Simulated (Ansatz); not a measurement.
# KTaO3: a line through a two-coordinate scan

The task here is to estimate one member of a computed series from the others.

Method: DFT PBEsol, scalar-relativistic, plane waves, PAW, in Ansatz 0.2.0.

16 further runs of the same task are left out: 16 set aside as unsound or not needed.

## Starting point

The structure is cubic, space group Pm-3m (No. 221). Conventional cell: a = 3.985 Å, b = 3.985 Å, c = 3.985 Å, α = 90.00°, β = 90.00°, γ = 90.00°. K (site symmetry m-3m) is surrounded by 12 O at 2.82 Å. Ta (site symmetry m-3m) has 6 O at 1.99 Å as nearest neighbours. O (site symmetry 4/mmm) is surrounded by 2 Ta at 1.99 Å and 4 K at 2.82 Å.

As a file:

```cif
data_structure
_symmetry_space_group_name_H-M 'Pm-3m'
_symmetry_Int_Tables_number 221
_cell_length_a 3.9854
_cell_length_b 3.9854
_cell_length_c 3.9854
_cell_angle_alpha 90.000
_cell_angle_beta 90.000
_cell_angle_gamma 90.000
_cell_volume 63.30
loop_
_atom_site_label
_atom_site_type_symbol
_atom_site_symmetry_multiplicity
_atom_site_Wyckoff_symbol
_atom_site_fract_x
_atom_site_fract_y
_atom_site_fract_z
_atom_site_occupancy
K1 K 1 b 0.50000 0.50000 0.50000 1
Ta1 Ta 1 a 0.00000 0.00000 0.00000 1
O1 O 3 d 0.50000 0.00000 0.00000 1
```

This cell was relaxed beforehand with the same method: volume 12.66 Å³/atom, gap on the mesh 2.14 eV.

## The scan

The energy is mapped over volume and the cell's shape.

First coordinate, volume per atom: 7 values from 11.647 to 13.673 Å³. Second coordinate, c/a of the conventional cell: 7 values from 0.886 to 1.128.

Nothing else is relaxed (symmetry fixes all fractional coordinates). Energies count from the relaxed crystal. Points are written as (first, second).

The first run:

input.yaml reads:

```yaml
crystal:
  lattice:
    - [3.9132357662, 0.0, 0.0]
    - [0.0, 3.9132357662, 0.0]
    - [0.0, 0.0, 3.9132357662]
  atoms:
    - { symbol: K, position: [0.5, 0.5, 0.5] }
    - { symbol: Ta, position: [0.0, 0.0, 0.0] }
    - { symbol: O, position: [0.5, 0.0, 0.0] }
    - { symbol: O, position: [0.0, 0.5, 0.0] }
    - { symbol: O, position: [0.0, 0.0, 0.5] }
basis:
  ecutwfc: 520.0
kpoints:
  mp_grid: { grid: [8, 8, 8] }
hamiltonian:
  xc: pbesol
  pseudopotentials: { kind: paw }
scf:
  occupations: { method: gaussian, width: 0.05 }
output:
  forces: true
  stress: true
  eigenvalues: true
  write_density: true
  write_potential: true
  elf: true
  volumetric_format: npy
```

Started as:

```bash
$ ansatz run input.yaml --threads 1 --pin off --max-ram 2048MiB --backend cpu --events-out ev --progress --plain --runs-dir out
```

Among the steps run: The run at (11.985 Å³, 1.000); The run at (12.322 Å³, 1.000); The run at (12.998 Å³, 1.000); Point (13.335 Å³, 1.000); Point (13.673 Å³, 1.000).

One table of the session follows, with a row left open; its other results are not shown here.

```
volume per atom (Å³)  energy (meV/atom)  slope (meV/atom per Å³)  pressure (GPa)  band gap on the k-mesh (eV)
              11.647                 60                     −127            20.3                         2.30
              11.985                 25                      −78            12.5                         2.25
              12.322                  6                      −36             5.8                         2.19
              12.660                  0                        0             0.0                         2.14
              12.998                  ?                        ?               ?                            ?
              13.335                 21                       59            −9.4                         2.02
              13.673                 45                       82           −13.1                         1.97
```

Q: Estimate the row for volume per atom (Å³) = 12.998 from the others.

Worked estimate for «energy (meV/atom)». A straight line through the neighbours (12.660, 0) and (13.335, 21) gives 0 + (21 − 0) × (12.998 − 12.660) / (13.335 − 12.660) = 11; a parabola fitted to 4 rows on both sides gives 6.

The run gave: energy (meV/atom): 5; slope (meV/atom per Å³): 31; pressure (GPa): −5.0; band gap on the k-mesh (eV): 2.08. In «energy (meV/atom)» the line misses by +6 and the parabola by +1.

Energies count from the relaxed crystal. Rows without a step come from runs not printed here or follow by symmetry. Slopes come from the forces (and the stress, where the cell changes), not from differences of energies.

In words: Along the line the energy is lowest at 12.660 Å³, 0 meV/atom from the zero. A fit to energies and slopes at the lowest point and its two neighbours puts the minimum at 12.6600 Å³, with a curvature of about 100 meV/atom per (Å³)². V·d²E/dV² there is about 200 GPa, a bulk modulus under this line's constraint. The highest point computed, at 11.647 Å³, lies 60 meV/atom above the lowest. This is one cut through a surface in two coordinates; it holds the lowest point sampled, which need not be a minimum. These runs have no spin-orbit coupling; with Ta it would split and shift bands.
